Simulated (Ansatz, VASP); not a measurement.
CO2: VASP beside Ansatz

```xyz
6
Lattice="-1.9538 1.9538 2.9778 1.9538 -1.9538 2.9778 1.9538 1.9538 -2.9778" Properties=species:S:1:pos:R:3 pbc="T T T"
C     0.0000    0.0000    0.0000
C     0.0000    1.9538    1.4889
O     0.6568    0.9769    0.7445
O    -0.9769    1.2970    2.2334
O     1.2970    0.9769    3.7223
O     2.9307    0.6568   -0.7445
```

Alike in both runs: task relaxation of cell and atoms; functional PBEsol; k mesh 8 × 8 × 8; occupations gaussian, width 0.02 eV; no spin polarisation.

|  | VASP | Ansatz |
| --- | --- | --- |
| version | VASP 6.6.1 | Ansatz 0.2.0 |
| potentials or method | VASP PAW PBE potentials, release 64 (C, O) | scalar-relativistic, plane waves, PAW |
| plane-wave cutoff (eV) | 600 | 420 |
| valence electrons in the cell | 32 | 32 |

```csv
,VASP,Ansatz,Ansatz less VASP
"gap on the k mesh at the Fermi level, each at its own relaxed structure (eV)",7.56,7.65,+0.092
relaxed volume (Å³/atom),7.61,7.59,-0.017
relaxed cell length with the largest relative difference (Å),4.064,4.060,-0.0034
```

Caveats: the PAW data sets were made with another functional, which shifts forces and pressure a little (VASP). A k mesh can miss the band edges. A hybrid or GW would open this gap; PBEsol tends to underestimate it.
